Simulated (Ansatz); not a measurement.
GeO2:
```
CELL_PARAMETERS angstrom
      4.98968     0.00000     0.00000
     -2.49484     4.32119     0.00000
      0.00000     0.00000     5.69160
ATOMIC_POSITIONS crystal
  Ge 0.45112 0.00000 0.33333
  Ge 0.00000 0.45112 0.66667
  Ge 0.54888 0.54888 0.00000
  O  0.39415 0.30479 0.24570
  O  0.69521 0.08936 0.57903
  O  0.91064 0.60585 0.91237
  O  0.30479 0.39415 0.75430
  O  0.08936 0.69521 0.42097
  O  0.60585 0.91064 0.08763
```

Relaxed with PBEsol. Special points in fractions of this cell's reciprocal vectors: Γ (0.000, 0.000, 0.000); M (0.500, 0.000, 0.000); K (0.333, 0.333, 0.000); A (0.000, 0.000, 0.500); L (0.500, 0.000, 0.500); H (0.333, 0.333, 0.500).

List the band energies nearest the valence-band maximum at these points for PBEsol (plane waves, PAW; program Ansatz).

In eV from the valence-band maximum; about four levels below and three above (degenerate sets whole), none deeper than 8.9 eV; points with the same levels are listed once.

| k | below | above |
|---|---|---|
| Γ | -0.39 -0.39 -0.36 -0.05 -0.05 | 3.36 7.39 7.39 |
| M | -0.39 -0.22 -0.16 -0.01 | 5.33 6.41 7.00 |
| K | -0.42 -0.42 -0.15 -0.15 0.00 | 5.88 5.88 7.07 |
| A | -0.58 -0.58 -0.43 -0.09 | 5.29 5.29 8.54 8.54 |
| L | -0.62 -0.51 -0.34 -0.01 | 5.58 6.49 7.67 |
| H | -0.71 -0.41 -0.23 -0.23 | 5.62 6.99 6.99 |

Space group P3_121. Symmetry was held in the PBEsol relaxation; of distortions, only those at the zone centre were tested. Spin–orbit coupling is left out wherever it is not named.

Potentials: the later of the program's two PAW sets.
